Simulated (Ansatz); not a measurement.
Runs of Ansatz 0.2.0 on NiO. Symmetry: Fm-3m, No. 225, cubic system. The conventional cell has a = 4.172 Å, b = 4.172 Å, c = 4.172 Å, α = 90.00°, β = 90.00°, γ = 90.00°. Around Ni (site symmetry m-3m) lie 6 O at 2.09 Å. Around O (site symmetry m-3m) lie 6 Ni at 2.09 Å. 

| task | level | U | cell | hubbard projectors | double counting | gap on the mesh (eV) | pressure (GPa) | moment (μB) |
| --- | --- | --- | --- | --- | --- | --- | --- | --- |
| projected density of states | PBE+U | Ni d U = 4 eV | as given | ortho-atomic (the default) | fll (the default) | 1.25 | (c) | 2.00 |
| projected density of states | PBE+U | Ni d U = 1 eV | as given | ortho-atomic (the default) | fll (the default) | none | 9.4 | (b) |
| projected density of states | PBE | - | as given | - | - | none | 5.7 | 1.73 |
| projected density of states | PBE+U | Ni d U = 8 eV | as given | ortho-atomic (the default) | fll (the default) | (a) | 16.2 | 2.00 |
| relaxation of cell and atoms | revPBE | - | relaxed | - | - | none | 0.0 | 1.91 |

Alike in all rows: potentials or basis Ansatz PAW; spin collinear, ferromagnetic start; k mesh 11 × 11 × 11; cutoff (eV) 420; smearing fermi-dirac 0.05 eV.

Q: Estimate the missing entries.

A: (a) 2.44; (b) 1.97; (c) 12.3.

Caveats: a cell with one magnetic atom can't hold antiferromagnetic order, which such compounds often take; the density of states is complete only up to the lowest level of the last band computed (some runs); the magnetic or orbital state may not be the lowest (some runs); odd divisions of the mesh miss points on the zone boundary, where band edges often lie, so the gap on the mesh can be too wide (some runs); semilocal functionals often make such compounds metallic where correlation or magnetic order opens a gap, which also shifts bond lengths (some runs); the plane-wave basis is chosen anew once the cell has moved, so the energies of steps on either side of that aren't comparable (some runs); the PAW data sets come from PBE, with cores solved anew for the run's functional, which leaves a small shift of forces and pressure (some runs).

A k mesh can miss the band edges.

A gap of «none» marks a metal or a gap under the smearing width.
